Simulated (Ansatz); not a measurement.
Runs of Ansatz 0.2.0 on CsPbCl3. Symmetry: Pm-3m, No. 221, cubic system. The conventional cell has a = 5.605 Å, b = 5.605 Å, c = 5.605 Å, α = 90.00°, β = 90.00°, γ = 90.00°. Around Pb (site symmetry m-3m) lie 6 Cl at 2.80 Å. Around Cs (site symmetry m-3m) lie 12 Cl at 3.96 Å. Cl (site symmetry 4/mmm) is surrounded by 2 Pb at 2.80 Å. 

```tsv
level	cutoff (eV)	gap on the mesh (eV)	pressure (GPa)	relaxed volume (Å³/atom)
LDA	420	(b)	0.0	(a)
BLYP	420	3.21	0.0	39.87
RPBE	420	3.29	0.0	40.15
PBEsol	420	2.87	0.0	35.41
r2SCAN	500	3.39	0.0	36.46
```

Alike in all rows: task relaxation of cell and atoms; potentials or basis Ansatz PAW; no spin polarisation; cell relaxed; k mesh 5 × 5 × 5; smearing fermi-dirac 0.05 eV.

Q: Estimate the missing entries.

A: (a) 33.54; (b) 2.69.

Caveats: odd divisions of the mesh miss points on the zone boundary, where band edges often lie, so the gap on the mesh can be too wide; the plane-wave basis is chosen anew once the cell has moved, so the energies of steps on either side of that aren't comparable; spin-orbit coupling is left out, which as a rule narrows the gap of such compounds by several tenths of an eV; the PAW data sets come from PBE, with cores solved anew for the run's functional, which leaves a small shift of forces and pressure.

A k mesh can miss the band edges, and the runs leave out spin-orbit coupling on Cs, Pb.

Runs at the PBE level aren't shown here.
